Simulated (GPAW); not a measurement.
Crystal: CsBr.

```
CELL_PARAMETERS angstrom
4.32562 0.00000 0.00000
0.00000 4.32562 0.00000
0.00000 0.00000 4.32562
ATOMIC_POSITIONS crystal
Cs 0.00000 0.00000 0.00000
Br 0.50000 0.50000 0.50000
```

The cell comes from a database or a generator and needn't be the stable form of this composition.

```yaml
Program: GPAW 26.7.0
Task: single point
Functional: PBE
Potentials_or_basis: GPAW PAW data sets (gpaw-data 1.2.1)
Cutoff: 600 eV
Basis: pw
k_mesh: 6 × 6 × 6
Occupations: fermi-dirac, width 0.05 eV
Spin: no spin polarisation
```

On this cell: pressure 0.6 GPa; largest force zero by symmetry; band gap on the k mesh 4.42 eV, indirect (least direct gap 4.43 eV).

The same run follows on a disturbed copy (atoms moved at random, drawn with an rms of 0.05 Å):

```
CELL_PARAMETERS angstrom
4.32562 0.00000 0.00000
0.00000 4.32562 0.00000
0.00000 0.00000 4.32562
ATOMIC_POSITIONS crystal
Cs 0.01354 0.99725 0.00118
Br 0.50733 0.49979 0.49719
```

Problem. What does the disturbed cell give?

Solution. The energy moves by +0.2 meV/atom; pressure 0.7 GPa; largest force 0.026 eV/Å; band gap on the k mesh 4.42 eV, indirect (least direct gap 4.43 eV).

Forces in eV/Å, atoms in the order of the input:
```
Cs  -0.020  0.008 -0.013
Br   0.020 -0.008  0.013
```

Caveats: spin-orbit coupling is left out, which moves the levels of the heavy elements.

